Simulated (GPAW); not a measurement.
Entries from a set of simulations; values are calculated unless marked as measured.

### MgO (Fm-3m): G0W0 with GPAW, start to end

Symmetry: Fm-3m, No. 225, cubic system. The conventional cell has a = 4.194 Å, b = 4.194 Å, c = 4.194 Å, α = 90.00°, β = 90.00°, γ = 90.00°. Mg has 6 O at 2.10 Å nearest. O has 6 Mg at 2.10 Å nearest. Farther neighbours and most contacts between anions are not listed.

```
method               : DFT, PBE, plane waves, PAW (and 1 further level or step)
program              : GPAW 26.7.0
settings of one run  : cutoff 600 eV, GPAW PAW setups 1.2.1 data release, 8×8×8 k-mesh, nbands 284
cost                 : 4 runs, 4.2 min in all on 8 MPI ranks of Intel Xeon Platinum 8259CL at 2.50GHz (Skylake/Cascade Lake), shared host (the runs of this entry)
notes                : The cell and positions are those that the Materials Project relaxed with its own functionals (PBE, PBE+U or r2SCAN), kept fixed. Bands and cutoff are finite, so the gap is not at the basis limit. The miss can reach some tenths of an eV and take either sign; the mesh is an error of its own.
PBE gap              : 4.89 eV, direct
G0W0 gap on the mesh : 7.41 eV
GW settings          : 8×8×8 mesh, 127 bands, screening to 210 eV, Godby-Needs plasmon pole
known limits         : not at the basis limit
```

G0W0 moves the gap on the mesh from 4.89 eV to 7.41 eV (+2.52 eV), with Z of 0.80 and 0.85 at the edges. Only 1 of the mesh's irreducible points was corrected, so a valley elsewhere could overtake.

[Paths, hosts, dates, memory and timing lines, banners, echoed tables and standing remarks are left out of the program output.]

[Logs are printed without paths, hosts, clocks, repeated set-up lines and the standing remarks that a program may print on its own settings, such as how far it seeks lower states.]

[Runs of the session that timed out or met a known fault of the program may be left out.]

[Hosts, paths, dates, database ids (printed as entryN), source tags and the programs' standing remarks are cut or masked in the printed files.]
